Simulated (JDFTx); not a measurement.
Crystal: PbO (Litharge).

```xyz
4
Lattice="3.9900 0.0000 0.0000 0.0000 3.9900 0.0000 0.0000 0.0000 5.0100" Properties=species:S:1:pos:R:3 pbc="T T T"
Pb    1.9950    0.0000    3.8076
Pb    0.0000    1.9950    1.2024
O     1.9950    1.9950    0.0000
O     0.0000    0.0000    0.0000
```

```yaml
Program: JDFTx 1.7.0 (patched build)
Task: single point
Functional: PBEsol
Potentials_or_basis: PseudoDojo-SR-PBEsol-0.4.1-standard with smoothed tails
Cutoff: 1143 eV
Density_cutoff: 9143 eV
k_mesh: 7 × 7 × 6
Occupations: fermi-dirac, width 0.05 eV
Spin: no spin polarisation
```

On this cell: pressure -0.3 GPa; largest force 0.244 eV/Å; band gap on the k mesh 1.35 eV, indirect (least direct gap 2.28 eV).

The same run follows on a disturbed copy (atoms moved at random, drawn with an rms of 0.05 Å):

```
CELL_PARAMETERS angstrom
3.99000 0.00000 0.00000
0.00000 3.99000 0.00000
0.00000 0.00000 5.01000
ATOMIC_POSITIONS crystal
Pb 0.50251 0.00029 0.76407
Pb 0.98947 0.50782 0.24743
O 0.49476 0.50656 0.99778
O 0.99373 0.01242 0.00824
```

What changes?

The energy moves by +4.7 meV/atom; pressure -0.7 GPa; largest force 0.484 eV/Å; band gap on the k mesh 1.30 eV, indirect (least direct gap 2.23 eV).

Forces on the atoms (eV/Å):
```
Pb  -0.165  0.149  0.249
Pb   0.113  0.021 -0.470
O   -0.046 -0.012  0.277
O    0.097 -0.158 -0.056
```

Stress tensor (GPa, compression positive):
```
-1.10 -0.01  0.57
-0.01  0.32 -0.21
 0.57 -0.21 -1.31
```

Caveats: spin-orbit coupling is left out, which as a rule narrows the gap of such compounds by several tenths of an eV; an odd mesh through Γ misses points on the zone boundary, where band edges often lie.
